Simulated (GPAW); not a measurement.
The system is SnSe2.

```xyz
3
Lattice="3.8110 0.0000 0.0000 -1.9055 3.3004 0.0000 0.0000 0.0000 6.1360" Properties=species:S:1:pos:R:3 pbc="T T T"
Sn    0.0000    0.0000    0.0000
Se    1.9055    1.1001    4.6081
Se    0.0000    2.2003    1.5279
```

- Program: GPAW 26.7.0
- Task: relaxation of cell and atoms
- Functional: BLYP
- Potentials or basis: PAW data sets generated in the run's folder for this functional
- Cutoff: 600 eV
- Basis: pw
- k mesh: 6 × 6 × 3
- Occupations: fermi-dirac, width 0.05 eV
- Spin: no spin polarisation

At the start: pressure 9.4 GPa; volume 25.73 Å³/atom.

**Question.** How do energy, volume and symmetry change on relaxing?

**Answer.** Over 21 steps the energy falls by 126.6 meV/atom and the volume is 45.68 Å³/atom (+77.6 %); space group P-3m1 (No. 164, to 0.05 Å).

Step by step:
```csv
step,energy change (eV),largest force (eV/Å),pressure (GPa),volume (Å³)
1,0.0000,0.9928,9.41,77.18
2,-0.1095,0.6297,7.07,78.86
3,-0.2612,0.2088,1.70,84.11
4,-0.2706,0.3159,0.84,85.40
5,-0.2791,0.3566,0.18,86.74
6,-0.2905,0.3205,-0.36,88.47
7,-0.3000,0.1939,-0.46,89.80
8,-0.3042,0.0655,-0.17,90.07
9,-0.3058,0.0025,0.09,89.90
10,-0.3079,0.0476,0.35,89.73
11,-0.3125,0.1115,0.73,89.76
12,-0.3210,0.1667,1.10,90.54
13,-0.3342,0.1633,1.18,92.89
14,-0.3499,0.0831,0.79,97.38
15,-0.3621,0.0256,0.30,103.76
16,-0.3694,0.0335,0.13,111.32
17,-0.3738,0.0599,0.14,119.15
18,-0.3771,0.0586,0.12,127.28
19,-0.3787,0.0220,-0.03,131.95
20,-0.3797,0.0294,0.07,137.81
21,-0.3797,0.0026,0.01,137.04
```

Final structure:
```yaml
crystal:
  lattice:
    - [3.97504, 0.00000, 0.00000]
    - [-1.98752, 3.44248, 0.00000]
    - [0.00000, 0.00000, 10.01469]
  atoms:
    - { symbol: Sn, position: [0.00000, 0.00000, 0.00000] }
    - { symbol: Se, position: [0.66667, 0.33333, 0.84025] }
    - { symbol: Se, position: [0.33333, 0.66667, 0.15975] }
```

Caveat: later steps reuse the first step's grids; the volume moved by over 15 % at a fixed basis, so the end points are rough; this functional lacks dispersion, which binds the layers, so the pressure and a relaxed spacing across them are unreliable, and here the layers came unbound; the volume moved by +78 % from the deposited cell, more than functionals usually miss.
